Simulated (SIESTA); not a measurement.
Pb:

```
CELL_PARAMETERS angstrom
0.00000 2.47502 2.47502
2.47502 0.00000 2.47502
2.47502 2.47502 0.00000
ATOMIC_POSITIONS crystal
Pb 0.00000 0.00000 0.00000
```

Base run:

| Item | Value |
| --- | --- |
| Program | SIESTA 5.4.2 |
| Functional | PBE |
| Potentials or basis | PseudoDojo 0.4 standard (PBE files) |
| Basis | SZ (energy shift 0.002 Ry) |
| Grid cutoff | 500 Ry |
| Energy shift | 0.002 Ry |
| k mesh | 9 × 9 × 9 |
| Occupations | fermi-dirac, width 0.05 eV |
| Spin | no spin polarisation |

Its results: band gap on the k mesh none (metal or under the smearing width); pressure 6.4 GPa.

Task: After a change of settings the same cell gave: band gap on the k mesh none (metal or under the smearing width); pressure 2.7 GPa. Which change was it?
A. functional from PBE to PBEGcGxHEG; basis from SZ (energy shift 0.002 Ry) to DZP (energy shift 0.002 Ry)
B. basis from SZ (energy shift 0.002 Ry) to SZ (energy shift 0.01 Ry); energy shift from 0.002 Ry to 0.01 Ry
C. functional from PBE to vdW-DF-cx; basis from SZ (energy shift 0.002 Ry) to DZP (energy shift 0.002 Ry)
D. basis from SZ (energy shift 0.002 Ry) to TZDP (energy shift 0.002 Ry)

Result: D.

Caveats: the basis of atomic orbitals isn't converged, which shifts pressures, moduli and gaps; the basis has no polarisation orbitals (some runs); semicore shells carry a single zeta, which can move pressures by several GPa and volumes by a few percent (some runs).

Not every run made on this cell is shown here.
